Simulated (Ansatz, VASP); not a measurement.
**One calculation of SrCl2, two programs**

```
Sr Cl
1.0
     0.00000    3.48835    3.48835
     3.48835    0.00000    3.48835
     3.48835    3.48835    0.00000
Sr Cl
1 2
Cartesian
  0.0000 0.0000 0.0000
  1.7442 1.7442 1.7442
  5.2325 5.2325 5.2325
```

Alike in both runs: task single point; functional PBE; k mesh 8 × 8 × 8; occupations gaussian, width 0.05 eV; no spin polarisation.

```csv
,VASP,Ansatz
version,VASP 6.6.1,Ansatz 0.2.0
potentials or method,"VASP PAW PBE potentials, release 64 (Sr_sv, Cl)","scalar-relativistic, plane waves, PAW"
plane-wave cutoff (eV),520,420
valence electrons in the cell,24,24
```

Ansatz gave:

```
gap on the k mesh at the Fermi level (eV) : 5.34
pressure (GPa)                            : 1.0
```

Estimate VASP's values.

gap on the k mesh at the Fermi level (eV): 5.34; pressure (GPa): 1.1.

A k mesh can miss the band edges.
